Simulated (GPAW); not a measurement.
Write an ASE script for GPAW 26.7.0 that does the following.

- Task: relaxation of cell and atoms
- Functional: PBE
- Dispersion: D3
- Potentials or basis: GPAW PAW data sets (gpaw-data 1.2.1)
- Cutoff: 600 eV
- Basis: pw
- k mesh: 9 × 10 × 9
- Occupations: fermi-dirac, width 0.05 eV
- Spin: no spin polarisation
- Target pressure: 1 GPa
- Maxiter: 150
- Optimizer: BFGS
- Fmax: 0.02 eV/Å
- Max steps: 100
- Target pressure: 1 GPa

The structure of Hg lies in Hg.cif:

```cif
data_Hg
_cell_length_a 3.59458199
_cell_length_b 3.32332488
_cell_length_c 3.34341903
_cell_angle_alpha 106.79224408
_cell_angle_beta 103.90621983
_cell_angle_gamma 116.77562074
_space_group_name_H-M_alt 'P1'
_space_group_name_Hall 'P 1'
_space_group_IT_number 1
loop_
_space_group_symop_operation_xyz
'x,y,z'
loop_
_atom_site_label
_atom_site_type_symbol
_atom_site_symmetry_multiplicity
_atom_site_Wyckoff_symbol
_atom_site_fract_x
_atom_site_fract_y
_atom_site_fract_z
_atom_site_occupancy
Hg1 Hg 1 a 0.0000000000 0.0000000000 0.0000000000 1
```

The cell isn't the ideal one: cell sheared at random, sigma 0.06, atoms nudged by 0.01 Å.

These files were run (other wordings do the same):

run.py

```python
from ase.calculators.mixing import SumCalculator
from ase.filters import FrechetCellFilter
from ase.io import read, write
from ase.optimize import BFGS
from ase.units import GPa
from dftd3.ase import DFTD3
from gpaw import GPAW, PW

atoms = read('Hg.cif')

calc = GPAW(mode=PW(600),
            xc='PBE',
            kpts={'size': (9, 10, 9), 'gamma': True},
            occupations={'name': 'fermi-dirac', 'width': 0.05},
            nbands=13,
            convergence={'density': 1e-05, 'energy': 1e-05},
            maxiter=150,
            symmetry={'tolerance': 0.001},
            txt='gpaw.txt')
atoms.calc = SumCalculator([calc, DFTD3(method='pbe', damping='d3zero')])
opt = BFGS(FrechetCellFilter(atoms, scalar_pressure=1 * GPa), trajectory='relax.traj', logfile='-')
done = opt.run(fmax=0.02, steps=100)
calc.write('gs.gpw')
write('result.traj', atoms)
print('Converged:', done)
print('Cell:', atoms.cell.cellpar().round(4))
print('Volume:', round(atoms.get_volume(), 4))
print(atoms.get_scaled_positions().round(5))
```

Potentials or basis: GPAW PAW data sets (gpaw-data 1.2.1), pw.

The run is started by

```sh
$ OMP_NUM_THREADS=1 python run.py
```

It gave:

| Property | Result |
| --- | --- |
| Relaxed volume | 26.01 Å³/atom |
| Relaxed cell | a = 3.371 Å, b = 3.150 Å, c = 3.156 Å, α = 107.22°, β = 109.66°, γ = 110.80° |
| Space group after relaxing (to 0.05 Å) | P-1 (No. 2) |
| Energy change on relaxing (the enthalpy is what falls) | -26.7 meV/atom |
| Ionic steps | 13 |
| Pressure after relaxing | 1.1 GPa |
| Band gap on the k mesh | none (metal or under the smearing width) |
| Dispersion energy per atom | -0.447 eV |

Caveat: later steps reuse the first step's grids; the volume moved by over 15 % at a fixed basis, so the end points are rough; pairwise dispersion overbinds metals, which lowers pressure and volume.

It took 5.6 min on 1 thread of AMD EPYC 9R45 96-Core Processor (Zen 5) (shared host), peak memory 0.48 GiB.
